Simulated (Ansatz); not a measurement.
## Re in Ansatz: the effect of functional

The system is Re.

```
Re
1.0
     2.79713    0.00000    0.00000
    -1.39857    2.42239    0.00000
     0.00000    0.00000    4.51687
Re
2
Direct
  0.66667 0.33333 0.75000
  0.33333 0.66667 0.25000
```

The cell isn't the ideal one: volume scaled by 1.04.

Alike in all runs:

```yaml
Program: Ansatz 0.2.0
Task: single point
Potentials_or_basis: Ansatz PAW
k_mesh: 11 × 11 × 6
Occupations: fermi-dirac, width 0.05 eV
Spin: no spin polarisation
```

```tsv
functional	cutoff	pressure (GPa)
LDA	420 eV (not typed: the program's choice for these potentials)	?
r2SCAN	500 eV (not typed: the program's choice for these potentials)	-14.2
PBE	420 eV (not typed: the program's choice for these potentials)	-8.0
```

Q: What does the run with functional LDA give?

A: Pressure -23.0 GPa.

Caveats: the PAW data sets come from PBE, with cores solved anew for the run's functional, which leaves a small shift of forces and pressure (some runs).
